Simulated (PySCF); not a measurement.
Isomers of C4H6O2, one conformer each; single-point electronic energies without zero-point terms and without any empirical dispersion term.

Computed with PySCF at wB97X-D/pcSseg-2, non-relativistic, each on one gas-phase PBE0-D3(BJ)/def2-TZVP geometry that isn't relaxed in the solvent. The solvent is an IEF-PCM continuum (cavity from Bondi-type radii × 1.2). The model holds no explicit solvent molecules, cavitation or dispersion.

```json
{"isomer": "`O=C1CCCO1`", "relative energy, gas (kcal/mol)": "0.0", "dipole (D)": "4.80"}
{"isomer": "`O=C(O)C1CC1`", "relative energy, gas (kcal/mol)": "9.6", "dipole (D)": "1.72"}
```

Task: How do the relative energies look in chloroform (ε = 4.711)?

Result: 
```
       isomer  relative energy, solvent (kcal/mol)  E(solvent) − E(gas) (kcal/mol)  dipole in solvent (D)
  `O=C1CCCO1`                                  0.0                            -6.0                   5.77
`O=C(O)C1CC1`                                 10.8                            -4.8                   2.11
```

The order is unchanged. Conformers: `[O:1]=[C:2]1[CH2:3][CH2:4][CH2:5][O:6]1` with O1–C2–C3–C4 164°, C2–C3–C4–C5 27°, C3–C4–C5–O6 -29°, C4–C5–O6–C2 21°; `[O:1]=[C:2]([OH:3])[CH:4]1[CH2:5][CH2:6]1` with O1–C2–O3–H 0°, O1–C2–C4–C5 33°. `O=C1CCCO1` gains most from the continuum, and it has the largest gas-phase dipole. The gains span 1.2 kcal/mol, the gas-phase energies 9.6 kcal/mol.
